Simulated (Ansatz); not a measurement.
Recipe of this trial structure of B: random cell by space group and Wyckoff sites (P-1, No. 2). Lengths were set from tabulated atomic sizes, so they are only a guess.

Space group P-1 (No. 2). a = 1.647 Å, b = 2.258 Å, c = 2.682 Å, α = 68.22°, β = 78.62°, γ = 74.65°
```json
{"atom": "B", "site": "1h", "symmetry": "-1", "x": "0.5000", "y": "0.5000", "z": "0.5000"}
```

All numbers below come from DFT PBE, scalar-relativistic, plane waves, PAW in Ansatz 0.2.0. Cutoff 420 eV, Gaussian smearing, Γ-centred meshes. Cell and atoms relax first on a coarse mesh and then on a finer one. In between, the cell is made exact in the group found at 0.06 Å. In metals the finer mesh still leaves noise of several meV/atom or more. The steps can't lower the symmetry of their start. No spin polarisation.

A guess keeps its type if space group and coordination stay and the shape of the cell changes little (axis ratios within about 15 %, angles within 6°); the volume may change.

Q: Will the relaxed cell still be of the starting type?

A: It doesn't keep its type. The symmetry goes from P-1 (No. 2) to I4/mmm (No. 139). The volume per atom shrinks by 21.8 %, from 8.9 to 6.9 Å³. The shortest distance goes from 1.65 Å (B–B) to 1.62 Å (B–B). Counting neighbours within 15 % of an atom's shortest distance, the start has B 2 and the end B 2. In detail, at the end around B lie 2 B at 1.62 Å.

```
B
1.0
    -1.46305    1.46305    0.81057
     1.46305   -1.46305    0.81057
     1.46305    1.46305   -0.81057
B
1
Direct
  0.50000 0.50000 0.00000
```

The last run used a 38×38×38 mesh for its 1-atom cell and Gaussian smearing of 0.10 eV. No dispersion correction is applied, so the spacing and binding between layers, chains or molecules are poorly described. A structure relaxed within its symmetry needn't be a true minimum.
